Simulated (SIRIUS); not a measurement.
Crystal: CuO.

```
CELL_PARAMETERS angstrom
2.55255 0.00000 0.00000
0.00000 2.55255 0.00000
0.00000 0.00000 2.55255
ATOMIC_POSITIONS crystal
Cu 0.00000 0.00000 0.00000
O 0.50000 0.50000 0.50000
```

Measurements of this composition are mostly on another form, of space group No. 15.

```yaml
Program: SIRIUS 7.12.0
Task: relaxation of cell and atoms
Functional: PBE
Dispersion: D3(BJ)
Potentials_or_basis: PseudoDojo 0.4.1 PBE standard (scalar relativistic)
Cutoff: 1254 eV
Density_cutoff: 5016 eV
k_mesh: 5 × 5 × 5
Occupations: fermi-dirac, width 0.05 eV
Spin: no spin polarisation
```

At the start: pressure 14.0 GPa; volume 8.32 Å³/atom.

Q: How do energy, volume and symmetry change on relaxing?

A: Over 4 steps the energy falls by 22.6 meV/atom and the volume is 8.86 Å³/atom (+6.6 %); space group Pm-3m (No. 221, to 0.05 Å).

The path:
```tsv
step	energy change (eV)	largest force (eV/Å)	pressure (GPa)	volume (Å³)
1	0.0000	0.0000	13.98	16.63
2	-0.0197	0.0000	10.19	16.89
3	-0.0450	0.0000	0.74	17.66
4	-0.0451	0.0000	0.05	17.72
```

Final structure:
```
CELL_PARAMETERS angstrom
2.60720 0.00000 0.00000
0.00000 2.60720 0.00000
0.00000 0.00000 2.60720
ATOMIC_POSITIONS crystal
Cu 0.00000 0.00000 0.00000
O 0.50000 0.50000 0.50000
```

Caveat: the k mesh is coarse (spacing up to 0.49 Å⁻¹), so the values aren't converged; an odd number of electrons without spin polarisation forces a metal; a magnetic or distorted state may lie lower; the run has no spin polarisation, though such a crystal can be magnetic; pairwise dispersion overbinds metals, which lowers pressure and volume.
